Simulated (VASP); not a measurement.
# SnTe (F-43m) in VASP: a series of runs

The runs below take SnTe through single point, with PBEsol.

All numbers are computed with VASP 6.6.1; they aren't measurements. Logs are shortened: lines on timing, memory, paths and dates and some standing lists are left out, and cuts for length are marked.

### 1 The structure

The structure is cubic, space group F-43m (No. 216). Conventional cell: a = 7.222 Å, b = 7.222 Å, c = 7.222 Å, α = 90.00°, β = 90.00°, γ = 90.00°. Te (site symmetry -43m) is surrounded by 4 Sn at 3.13 Å. Sn (site symmetry -43m) is surrounded by 4 Te at 3.13 Å.

Measurements of this composition are mostly on another form, of space group No. 225.

### 2 Single point, PBEsol, spin-orbit coupling, no magnetisation

The input, INCAR:

```
SYSTEM = SnTe
  PREC = Accurate
  ENCUT = 500
  EDIFF = 1E-7
  ISMEAR = 0
  SIGMA = 0.02
  LREAL = .FALSE.
  LASPH = .TRUE.
  NELM = 100
  ALGO = Normal
  ISIF = 2
  LWAVE = .FALSE.
  LCHARG = .FALSE.
  MAGMOM = 0 0 0 0 0 0
  LORBIT = 11
  LSORBIT = .TRUE.
  GGA_COMPAT = .FALSE.
  GGA = PS
  NBANDS = 36
```

The input, KPOINTS:

```
Automatic mesh
0
G
  3 3 3
  0 0 0
```

The input, POSCAR:

```
SnTe
1.0
    0.0000000000      3.6111460000      3.6111460000
    3.6111460000      0.0000000000      3.6111460000
    3.6111460000      3.6111460000      0.0000000000
Te Sn
1 1
Direct
    0.2500000000      0.2500000000      0.2500000000
    0.0000000000      0.0000000000      0.0000000000
```

Potentials or basis: VASP PAW PBE potentials, release 64 (Te, Sn_d).

On the command line:

```console
$ cat potpaw_PBE.64/Te/POTCAR potpaw_PBE.64/Sn_d/POTCAR > POTCAR
$ mpirun -np 1 vasp_ncl > vasp.out
```

OUTCAR:

```text
SYSTEM = SnTe
   PREC = Accurate
   ENCUT = 500
   EDIFF = 1E-7
   ISMEAR = 0
   LREAL = .FALSE.
   LASPH = .TRUE.
   NELM = 100
   ISIF = 2
   LORBIT = 11
   LSORBIT = .TRUE.
   GGA = PS

 Found      5 irreducible k-points:

 Following reciprocal coordinates:
            Coordinates               Weight
  0.000000  0.000000  0.000000      1.000000
  0.333333  0.000000  0.000000      4.000000
 -0.333333  0.000000  0.000000      4.000000
  0.333333  0.333333  0.000000      6.000000
 -0.333333  0.333333  0.000000     12.000000
   k-points           NKPTS =      5   k-points in BZ     NKDIM =      5   number of bands    NBANDS=     36
   number of dos      NEDOS =    301   number of ions     NIONS =      2
   total plane-waves  NPLWV =  64000
   dimension x,y,z NGX =    40 NGY =   40 NGZ =   40
   dimension x,y,z NGXF=    80 NGYF=   80 NGZF=   80
   ions per type =               1   1
   NGX,Y,Z   is equivalent  to a cutoff of  13.02, 13.02, 13.02 a.u.
   NGXF,Y,Z  is equivalent  to a cutoff of  26.04, 26.04, 26.04 a.u.
 SYSTEM =  SnTe
   PREC   = accura    normal or accurate (medium, high low for compatibility)
   ISTART =      0    job   : 0-new  1-cont  2-samecut
   ICHARG =      2    charge: 1-file 2-atom 10-const
   ISPIN  =      1    spin polarized calculation?
   LNONCOLLINEAR =      T non collinear calculations
   LSORBIT =      T    spin-orbit coupling
   LASPH  =      T    aspherical Exc in radial PAW
   ENCUT  =  500.0 eV  36.75 Ry    6.06 a.u.   9.31  9.31  9.31*2*pi/ulx,y,z
   NELM   =    100;   NELMIN=  2; NELMDL= -5     # of ELM steps
   EDIFF  = 0.1E-06   stopping-criterion for ELM
   LREAL  =      F    real-space projection
   EDIFFG = 0.1E-05   stopping-criterion for IOM
   NSW    =      0    number of steps for IOM
   IBRION =     -1    ionic relax: 0-MD 1-quasi-New 2-CG
   NFREE  =      0    steps in history (QN), initial steepest desc. (CG)
   ISIF   =      2    stress and relaxation
   ISYM   =      2    0-nonsym 1-usesym 2-fastsym
   POTIM  = 0.5000    time-step for ionic-motion
   TEBEG  =    0.0;   TEEND  =   0.0 temperature during run
   PSTRESS=    0.0 pullay stress
   NELECT =      20.0000    total number of electrons
   NUPDOWN=      -1.0000    fix difference up-down
   EMIN   =  10.00;   EMAX   =-10.00  energy-range for DOS
   EFERMI =   0.00;   METHOD = LEGACY
   ISMEAR =     0;   SIGMA  =   0.02  broadening in eV -4-tet -1-fermi 0-gaus
   EFERMI_NEDOS =   21; number of points for ismear=-14 and -15
   IALGO  =     38    algorithm
   IMIX   =      4    mixing-type and parameters
[... 225 lines left out ...]
  Total       -1.2612462     -1.2612462     -1.2612462      0.0000000      0.0000000     -0.0000000
  in kB      -21.4558302    -21.4558302    -21.4558302      0.0000000      0.0000000     -0.0000000
  external PRESSURE =     -21.4558302 kB  Pullay stress =       0.0000000 kB

 VOLUME and BASIS-vectors are now :
 -----------------------------------------------------------------------------
  energy-cutoff  :      500.00
  volume of cell :       94.18
      direct lattice vectors                 reciprocal lattice vectors
     0.000000000  3.611146000  3.611146000    -0.138460201  0.138460201  0.138460201
     3.611146000  0.000000000  3.611146000     0.138460201 -0.138460201  0.138460201
     3.611146000  3.611146000  0.000000000     0.138460201  0.138460201 -0.138460201

 POSITION                                       TOTAL-FORCE (eV/Angst)
 -----------------------------------------------------------------------------------
      1.80557      1.80557      1.80557         0.000000      0.000000      0.000000
      0.00000      0.00000      0.00000        -0.000000     -0.000000     -0.000000
 -----------------------------------------------------------------------------------
    total drift:                               -0.000000     -0.000000     -0.000000

  FREE ENERGIE OF THE ION-ELECTRON SYSTEM (eV)
  ---------------------------------------------------
  free  energy   TOTEN  =        -7.8834919322 eV

  energy  without entropy=       -7.8834919322  energy(sigma->0) =       -7.88349193

 Spin-Orbit-Coupling matrix elements

 Ion:    1  E_soc:     -0.2247431
 l=   1
     0.0000000    -0.0374528    -0.0374528
    -0.0374528     0.0000000    -0.0374528
    -0.0374528    -0.0374528     0.0000000
 l=   2
     0.0000000     0.0000101     0.0000000     0.0000101    -0.0000144
     0.0000101     0.0000000    -0.0000108     0.0000101    -0.0000036
     0.0000000    -0.0000108     0.0000000    -0.0000108     0.0000000
     0.0000101     0.0000101    -0.0000108     0.0000000    -0.0000036
    -0.0000144    -0.0000036     0.0000000    -0.0000036     0.0000000
 l=   3
     0.0000000     0.0000000     0.0000000     0.0000000     0.0000000     0.0000000     0.0000000
     0.0000000     0.0000000     0.0000000     0.0000000     0.0000000     0.0000000     0.0000000
     0.0000000     0.0000000     0.0000000     0.0000000     0.0000000     0.0000000     0.0000000
     0.0000000     0.0000000     0.0000000     0.0000000     0.0000000     0.0000000     0.0000000
     0.0000000     0.0000000     0.0000000     0.0000000     0.0000000     0.0000000     0.0000000
     0.0000000     0.0000000     0.0000000     0.0000000     0.0000000     0.0000000     0.0000000
     0.0000000     0.0000000     0.0000000     0.0000000     0.0000000     0.0000000     0.0000000

 Ion:    2  E_soc:     -0.1049643
 l=   1
     0.0000000    -0.0113274    -0.0113274
    -0.0113274     0.0000000    -0.0113274
    -0.0113274    -0.0113274     0.0000000
 l=   2
     0.0000000    -0.0012520     0.0000000    -0.0012520    -0.0049147
    -0.0012520     0.0000000    -0.0036860    -0.0012520    -0.0012287
     0.0000000    -0.0036860     0.0000000    -0.0036860     0.0000000
    -0.0012520    -0.0012520    -0.0036860     0.0000000    -0.0012287
    -0.0049147    -0.0012287     0.0000000    -0.0012287     0.0000000
 l=   3
     0.0000000     0.0000000     0.0000000     0.0000000     0.0000000     0.0000000     0.0000000
     0.0000000     0.0000000     0.0000000     0.0000000     0.0000000     0.0000000     0.0000000
     0.0000000     0.0000000     0.0000000     0.0000000     0.0000000     0.0000000     0.0000000
     0.0000000     0.0000000     0.0000000     0.0000000     0.0000000     0.0000000     0.0000000
     0.0000000     0.0000000     0.0000000     0.0000000     0.0000000     0.0000000     0.0000000
     0.0000000     0.0000000     0.0000000     0.0000000     0.0000000     0.0000000     0.0000000
     0.0000000     0.0000000     0.0000000     0.0000000     0.0000000     0.0000000     0.0000000

 total charge

# of ion       s       p       d       tot
------------------------------------------
    1        1.394   1.927   0.017   3.338
    2        1.384   0.703   9.960  12.047
--------------------------------------------------
tot          2.778   2.630   9.977  15.384

 magnetization (x)

# of ion       s       p       d       tot
------------------------------------------
    1       -0.000   0.000  -0.000   0.000
    2        0.000   0.000  -0.000   0.000
--------------------------------------------------
tot          0.000   0.000  -0.000   0.000

 magnetization (y)

# of ion       s       p       d       tot
------------------------------------------
    1        0.000   0.000   0.000   0.000
    2        0.000   0.000   0.000   0.000
--------------------------------------------------
tot          0.000   0.000   0.000   0.000

 magnetization (z)

# of ion       s       p       d       tot
------------------------------------------
    1       -0.000  -0.000   0.000  -0.000
    2       -0.000   0.000   0.000   0.000
--------------------------------------------------
tot         -0.000   0.000   0.000   0.000
```

It took 39 s on 1 thread of AMD EPYC 9R45 (Zen 5), shared host; peak memory 0.44 GiB.

The run converged, but some of its settings lie outside the range that counts as converged, so its numbers aren't taken as properties of the crystal.

What came out:

```
Free energy                                           : -7.8835 eV
Pressure                                              : -2.1 GPa
Valence electrons inside the program's atomic spheres : Te 3.34; Sn 12.05
```

Caveat: the k mesh is coarse (spacing up to 0.50 Å⁻¹), so the values aren't converged; the PAW data sets were made with another functional, which shifts forces and pressure a little.

### 3 Single point, PBEsol, spin-orbit coupling, no magnetisation

INCAR: that of step 2 with these lines changed.

```diff
@@ -2,3 +2,3 @@
   PREC = Accurate
-  ENCUT = 500
+  ENCUT = 600
   EDIFF = 1E-7
```

KPOINTS is that of step 2.

POSCAR is that of step 2.

Potentials or basis: VASP PAW PBE potentials, release 64 (Te, Sn_d).

On the command line:

```console
$ cat potpaw_PBE.64/Te/POTCAR potpaw_PBE.64/Sn_d/POTCAR > POTCAR
$ mpirun -np 1 vasp_ncl > vasp.out
```

Wall time 51 s (1 thread of AMD EPYC 9R45 (Zen 5), shared host); peak memory 0.49 GiB.

These settings aren't checked as converged: the numbers below hold their error.

What came out:

* Free energy: -7.8839 eV
* Pressure: -2.1 GPa
* Valence electrons inside the program's atomic spheres: Te 3.34; Sn 12.05

Caveat: the k mesh is coarse (spacing up to 0.50 Å⁻¹), so the values aren't converged; the PAW data sets were made with another functional, which shifts forces and pressure a little.

### 4 For comparison

An earlier run on the cell as given: functional PBEsol; potentials or basis VASP PAW PBE potentials, release 64 (Te, Sn_d); cutoff 520 eV; k mesh 7 × 7 × 7; occupations fermi-dirac, width 0.05 eV; no spin polarisation.

* Pressure: -1.4 GPa
* Band gap on the k mesh: 0.28 eV, indirect (least direct gap 0.79 eV)
